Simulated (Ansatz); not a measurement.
**Perturbing SiC**

Base: a measured structure from the Crystallography Open Database (COD), ions relaxed with PBE at fixed cell.

```
CELL_PARAMETERS angstrom
1.53890 -2.66750 0.00000
1.53890 2.66750 0.00000
0.00000 0.00000 15.12190
ATOMIC_POSITIONS crystal
Si 0.16666 0.83334 0.85772
Si 0.83334 0.16666 0.35772
Si 0.50011 0.49989 0.52451
Si 0.49989 0.50011 0.02451
Si 0.83344 0.16656 0.69122
Si 0.16656 0.83344 0.19122
C 0.50018 0.49982 0.64981
C 0.49982 0.50018 0.14981
C 0.16662 0.83338 0.98268
C 0.83338 0.16662 0.48268
C 0.83340 0.16660 0.81619
C 0.16660 0.83340 0.31619
```

Atoms are numbered from 1 in the order listed; like atoms form one site, named after its first atom.

The numbers come from a DFT calculation in Ansatz (PBE, plane waves and PAW, scalar-relativistic, 420 eV cutoff, Γ-centred 10×10×2 k-points, Fermi–Dirac smearing 0.02 eV).

Gradients in 10²¹ V/m²:

```tsv
site	atoms	V_zz base	η base	V_zz variant	η variant
Si1	1	0.22	0.01	0.27	0.01
Si2	2	0.22	0.01	0.28	0.27
Si3	3	-0.056	0.07	0.012	0.85
Si4	4	-0.056	0.07	-0.050	0.30
Si5	5	0.26	0.01	0.31	0.01
Si6	6	0.26	0.01	-1.35	0.89
C7	7	0.21	0.06	0.20	0.07
C8	8	0.21	0.06	0.20	0.08
C9	9	0.065	0.20	0.052	0.32
C10	10	0.065	0.20	0.057	0.28
C11	11	0.031	0.41	0.020	0.65
C12	12	0.031	0.41	0.17	0.06
```

(1) Which change was made?
A. atom 6 (Si) moved by 0.05 Å along (-0.039, -0.023, -0.021) Å
B. volume scaled by 1.06, ions at fixed fractional positions
C. volume scaled by 0.97, ions at fixed fractional positions
D. z compressed by 3 %, ions at fixed fractional positions

## Answers

(1) A. It leaves 12 symmetry-distinct sites where the base has 6, which no other option does. The largest change of V_zz along a kept axis is on C12, from 0.031 to 0.17. The whole tensor moves most on Si6, by 1.26 along its most changed direction. Small gradients that grow severalfold: Si6 (0.26 to -1.35). Where |V_zz| stays above 0.1 and the axes keep their order, η moves most on Si2, from 0.01 to 0.27. On Si6, Si3 the largest principal value lies along another axis in the second run, so the two V_zz can't be compared directly.

For the variant: The atoms aren't relaxed after the move (largest force 1.1 eV/Å).
